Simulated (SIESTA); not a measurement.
## ZrO2 under changes of volume

One of the cells (10.990 Å³/atom); the others are scaled copies at fixed shape and fractional positions:

```
Zr O
1.0
     0.00000    2.54507    2.54507
     2.54507    0.00000    2.54507
     2.54507    2.54507    0.00000
Zr O
1 2
Cartesian
  0.0000 0.0000 0.0000
  3.8176 3.8176 3.8176
  1.2725 1.2725 1.2725
```

Measurements of this composition are mostly on another form, of space group No. 14.

- Program: SIESTA 5.4.2
- Functional: PBEsol
- Potentials or basis: PseudoDojo 0.4 standard (PBEsol files)
- Basis: DZP (energy shift 0.003 Ry; two zetas on semicore shells)
- Grid cutoff: 800 Ry
- Energy shift: 0.003 Ry
- k mesh: 9 × 9 × 9
- Occupations: fermi-dirac, width 0.05 eV
- Spin: no spin polarisation

```tsv
volume (Å³/atom)	energy over the lowest point (meV/atom)	pressure (GPa)	gap on the mesh (eV)
10.331	43.78	20.2	3.27
10.551	20.84	13.5	3.22
10.770	6.56	7.5	3.18
10.990	0.00	2.0	3.13
11.210	0.68	-2.8	3.08
11.430	?	?	?
11.650	20.50	-11.3	2.98
```

Question: What does the run at 11.430 Å³/atom give?

Answer: Energy over the lowest point 7.60 meV/atom; pressure -7.3 GPa; gap on the mesh 3.03 eV.

Worked out: A Birch-Murnaghan fit of order 3 (a polynomial in V^(-2/3)) to the other rows has its minimum at 11.08 Å³/atom with B0 = V·E''(V) = 250 GPa and B' = 4.0. It gives 7.66 meV/atom at 11.430 Å³/atom, against the run's 7.60, and -dE/dV = -7.3 GPa, against -7.3. A straight line through the other rows of the gap, of slope -2.4 eV per unit of ln V, gives 3.03 eV, against the run's 3.03.

Energies are extrapolated to zero smearing.

Caveats: an odd mesh through Γ misses points on the zone boundary, where band edges often lie; the basis of atomic orbitals isn't converged, which shifts pressures, moduli and gaps. Spin-orbit coupling on Zr is left out.
